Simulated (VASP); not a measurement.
Write the native input for VASP 6.6.1 that does the following.

```
Task                   : single point
Functional             : PBE
Potentials or basis    : VASP PAW PBE potentials, release 64 (La)
Cutoff                 : 520 eV
k mesh                 : 14 × 14 × 14
Occupations            : gaussian, width 0.05 eV
Spin                   : no spin polarisation
Dipole correction      : no
Further INCAR settings : ALGO = Fast; EDIFF = 1e-06; NBANDS = 12
```

The structure of La lies in POSCAR:

```
La
1.0
   -2.1097480080      2.1097480080      2.1097480080
    2.1097480080     -2.1097480080      2.1097480080
    2.1097480080      2.1097480080     -2.1097480080
La
1
Direct
    0.0000000000      0.0000000000      0.0000000000
```

The cell was built by a generator and needn't be a form met in nature.

The input as run:

INCAR

```
PREC = Accurate
ENCUT = 520
EDIFF = 1E-6
ISMEAR = 0
SIGMA = 0.05
LREAL = F
LASPH = T
NELM = 60
ALGO = Fast
ISIF = 2
LWAVE = F
LCHARG = T
GGA = PE
LELF = T
LVHAR = T
NBANDS = 12
```

KPOINTS

```
regular mesh
0
Gamma
  14 14 14
```

Potentials or basis: VASP PAW PBE potentials, release 64 (La).

Launch:

```console
$ cat potpaw_PBE.64/La/POTCAR > POTCAR
$ mpirun -np 1 vasp_std > vasp.out
```

It gave:

```yaml
Pressure: 0.1 GPa
Band_gap_on_the_k_mesh: none (metal or under the smearing width)
```

Wall time 89 s on 1 thread of Intel(R) Xeon(R) Platinum 8375C CPU @ 2.90GHz (Ice Lake) (shared host), peak memory 0.2 GiB.
